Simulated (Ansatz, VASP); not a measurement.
## F in VASP and in Ansatz

Contents of INCAR:

```
PREC = Accurate
ENCUT = 520
EDIFF = 1E-7
ISMEAR = 0
SIGMA = 0.05
LREAL = F
LASPH = T
NELM = 100
ALGO = Normal
ISIF = 2
LWAVE = F
LCHARG = T
GGA = PS
LELF = T
LVHAR = T
NBANDS = 22
```

KPOINTS

```
Automatic mesh
0
Gamma
  4 4 2
```

POSCAR

```
F
1.0
    3.2097748895     -1.7302266335     -0.2475655297
    3.2097748895      1.7302266335     -0.2475655297
   -2.4477894313      0.0000000000      6.9432860161
F
4
Direct
    0.0848459664      0.0848459664      0.0940038325
    0.9151540336      0.9151540336      0.9059961675
    0.5015719855      0.5015719855      0.5937195244
    0.4984280145      0.4984280145      0.4062804756
```

Input for Ansatz:

```yaml
crystal:
  lattice:
    - [3.2097748895, -1.7302266335, -0.2475655297]
    - [3.2097748895, 1.7302266335, -0.2475655297]
    - [-2.4477894313, 0.0, 6.9432860161]
  atoms:
    - { symbol: F, position: [0.0848459664, 0.0848459664, 0.0940038325] }
    - { symbol: F, position: [0.9151540336, 0.9151540336, 0.9059961675] }
    - { symbol: F, position: [0.5015719855, 0.5015719855, 0.5937195244] }
    - { symbol: F, position: [0.4984280145, 0.4984280145, 0.4062804756] }
basis:
  ecutwfc: 520.0
kpoints:
  mp_grid: { grid: [4, 4, 2] }
hamiltonian:
  xc: pbesol
scf:
  occupations: { method: gaussian, width: 0.05 }
output:
  forces: true
  stress: true
  eigenvalues: true
```

Change from the starting cell: volume 18.756 Å^3 an atom, stretch along a over the lengths across it, relative to the relaxed cell 1.0662.

Alike in both runs: task single point; functional PBEsol; k mesh 4 × 4 × 2; occupations gaussian, width 0.05 eV; no spin polarisation.

|  | VASP | Ansatz |
| --- | --- | --- |
| version | VASP 6.6.1 | Ansatz 0.2.0 |
| potentials or method | VASP PAW PBE potentials, release 64 (F) | scalar-relativistic, plane waves, PAW |
| plane-wave cutoff (eV) | 520 | 520 |
| valence electrons in the cell | 28 | 28 |

```csv
,VASP,Ansatz,Ansatz less VASP
gap on the k mesh at the Fermi level (eV),3.37,3.45,+0.087
least direct gap on the mesh (eV),3.47,3.56,+0.088
pressure (GPa),2.8,2.3,-0.47
largest component of the traceless stress (GPa),5.01,3.47,-1.532
rms of the force components (eV/Å),0.939,0.652,-0.2870
```

Atom by atom the forces differ by 0.287 eV/Å (rms over components).

Caveats: the k mesh is coarse (spacing up to 0.53 Å⁻¹), so the values aren't converged; the PAW data sets were made with another functional, which shifts forces and pressure a little (VASP). A k mesh can miss the band edges.
